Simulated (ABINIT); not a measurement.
Runs of ABINIT 10.8.3 (patched build) on ZnS (Wurtzite-2H). The structure is hexagonal, space group P6_3mc (No. 186). Conventional cell: a = 3.811 Å, b = 3.811 Å, c = 6.234 Å, α = 90.00°, β = 90.00°, γ = 120.00°. Zn (site symmetry 3m) is surrounded by 4 S at 2.31 to 2.40 Å. S (site symmetry 3m) has 4 Zn at 2.31 to 2.40 Å as nearest neighbours. 

```tsv
level	gap on the mesh (eV)	pressure (GPa)	largest force (eV/Å)
WC	2.07	-1.3	0.31
revPBE	2.36	4.1	0.32
AM05	2.22	-0.9	0.30
PW91	2.21	2.1	0.32
SCAN	2.73	-0.4	0.32
BLYP	2.22	6.3	(a)
r2SCAN	2.80	0.2	0.32
RPBE	(b)	4.8	0.33
LDA	1.98	-3.9	0.30
PBEsol	2.10	-1.3	0.31
```

Alike in all rows: task single point; potentials or basis JTH PAW PBE v2.0; no spin polarisation; cell as given; k mesh 8 × 8 × 5; cutoff (eV) 707; smearing fermi-dirac 0.05 eV.

Problem. Estimate the missing entries.

Solution. (a) 0.34; (b) 2.40.

Caveats: the PAW data sets were made with another functional, which shifts forces and pressure a little.

Runs at the PBE level aren't shown here.
